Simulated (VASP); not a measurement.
# AgCl: forms and broadenings of the independent-particle spectrum

AgCl, P2_1/m (no. 11), 4 atoms in the cell. PBE, independent-particle dielectric function; PAW potentials Ag, Cl (PBE set).

## Input

INCAR.step1:
```
SYSTEM = AgCl
PREC     = Accurate       ! precision mode
ENCUT    = 300            ! plane-wave cutoff, eV
ISMEAR   = 0              ! smearing method
SIGMA    = 0.02           ! smearing width, eV
EDIFF    = 1E-8           ! SCF threshold, eV
LASPH    = .True.         ! aspherical terms in the spheres
KPAR     = 4            
LWAVE    = .False.        ! write WAVECAR
LCHARG   = .False.        ! write CHGCAR
LEPSILON = .True.         ! dielectric tensor by DFPT
```

INCAR.step2, as INCAR.step1 but for:
```
- LWAVE = .False.
- LEPSILON = .True.
+ LWAVE = .True.
+ NBANDS = 66
```

INCAR.step3, as INCAR.step2 but for:
```
- EDIFF = 1E-8
- LWAVE = .True.
+ EDIFF = 1E-7
+ LWAVE = .False.
+ LOPTICS = .True.
+ NEDOS = 2000
+ CSHIFT = 0.1
+ ALGO = None
+ NELM = 1
+ ISTART = 1
```

INCAR.step4, as INCAR.step3 but for:
```
+ LNABLA = .True.
```

INCAR.step5, as INCAR.step4 but for:
```
- LNABLA = .True.
+ LPEAD = .True.
+ IPEAD = 1
```

INCAR.step6, as INCAR.step5 but for:
```
- IPEAD = 1
+ IPEAD = 3
```

INCAR.step7 changes the same tag again: IPEAD = 4.

INCAR.step8, as INCAR.step7 but for:
```
- CSHIFT = 0.1
- LPEAD = .True.
- IPEAD = 4
+ CSHIFT = 0.2
```

INCAR.step9, as INCAR.step8 but for:
```
- CSHIFT = 0.2
+ CSHIFT = 0.03
```

INCAR.step10 changes the same tag again: CSHIFT = 0.05.

INCAR.step11, as INCAR.step10 but for:
```
- ISMEAR = 0
- CSHIFT = 0.05
+ ISMEAR = -5
+ CSHIFT = 0.1
```

INCAR.step12, as INCAR.step11 but for:
```
- ISMEAR = -5
- SIGMA = 0.02
+ ISMEAR = 0
+ SIGMA = 0.2
```

INCAR.step13, as INCAR.step12 but for:
```
- SIGMA = 0.2
+ SIGMA = 0.02
+ OMEGAMAX = 12
```

INCAR.step14, as INCAR.step13 but for:
```
- OMEGAMAX = 12
+ OMEGAMAX = 60
```

KPOINTS:
```
k-points
0
Gamma
  6 4 4
```

POSCAR:
```
AgCl
1.0
    3.9268790000      0.0000000000      0.0000000000
    0.0000000000      4.0030470000      0.0000000000
   -0.5491550000      0.0000000000      5.5724250000
Ag Cl
2 2
Direct
    0.8159810000      0.7500000000      0.7819190000
    0.1840190000      0.2500000000      0.2180810000
    0.2923420000      0.2500000000      0.7374360000
    0.7076580000      0.7500000000      0.2625640000
```

Commands (each step's output is kept before the next begins):
```
cat potpaw_PBE.64/Ag/POTCAR potpaw_PBE.64/Cl/POTCAR > POTCAR
cp INCAR.step1 INCAR
mpirun -np 4 vasp_std > vasp.out
rm WAVECAR CHG
cp INCAR.step2 INCAR
mpirun -np 4 vasp_std > vasp.out
cp INCAR.step3 INCAR
mpirun -np 4 vasp_std > vasp.out
cp INCAR.step4 INCAR
mpirun -np 4 vasp_std > vasp.out
cp INCAR.step5 INCAR
mpirun -np 4 vasp_std > vasp.out
cp INCAR.step6 INCAR
mpirun -np 4 vasp_std > vasp.out
cp INCAR.step7 INCAR
mpirun -np 4 vasp_std > vasp.out
cp INCAR.step8 INCAR
mpirun -np 4 vasp_std > vasp.out
cp INCAR.step9 INCAR
mpirun -np 4 vasp_std > vasp.out
cp INCAR.step10 INCAR
mpirun -np 4 vasp_std > vasp.out
cp INCAR.step11 INCAR
mpirun -np 4 vasp_std > vasp.out
cp INCAR.step12 INCAR
mpirun -np 4 vasp_std > vasp.out
cp INCAR.step13 INCAR
mpirun -np 4 vasp_std > vasp.out
cp INCAR.step14 INCAR
mpirun -np 4 vasp_std > vasp.out
```

## Result

- Direct gap on the mesh (eV): 2.22
- Gap on the mesh (eV): 0.83
- Bands: 66

One ground state, settings moved in the last step alone:

| Settings | ε at zero frequency | Mean energy of the absorption, weighted by Im ε (eV) | Time (s) |
|---|---|---|---|
| longitudinal form, CSHIFT 0.1 | 5.27 | 9.05 | 9 |
| transversal form (LNABLA) | 5.64 | 9.22 | 9 |
| finite differences (LPEAD), order 1 | 4.76 | 9.48 | 12 |
| finite differences (LPEAD), order 3 | 5.14 | 9.15 | 19 |
| finite differences (LPEAD), order 4 | 5.16 | 9.13 | 23 |
| CSHIFT 0.2 | 5.27 | 9.07 | 9 |
| CSHIFT 0.03 | 5.27 | 9.04 | 10 |
| CSHIFT 0.05 | 5.27 | 9.04 | 9 |
| tetrahedron method | 5.14 | 9.16 | 12 |
| SIGMA 0.2 | 5.27 | 9.05 | 13 |
| OMEGAMAX 12, which cuts the spectrum short | 4.64 | – | 10 |
| OMEGAMAX 60 | 5.27 | 9.05 | 9 |

The mean energy covers the spectrum up to 20 eV.

On the same mesh, density-functional perturbation theory with local fields gives ε = 5.09.

Limits: The 6×4×4 mesh is coarse for a spectrum: peaks stand apart that a denser mesh merges, and ε at zero frequency can be far too high.

VASP 6.6.1 took 311 s on 4 cores (Intel Xeon Platinum 8259CL @ 2.50GHz (Skylake/Cascade Lake)), a shared host.
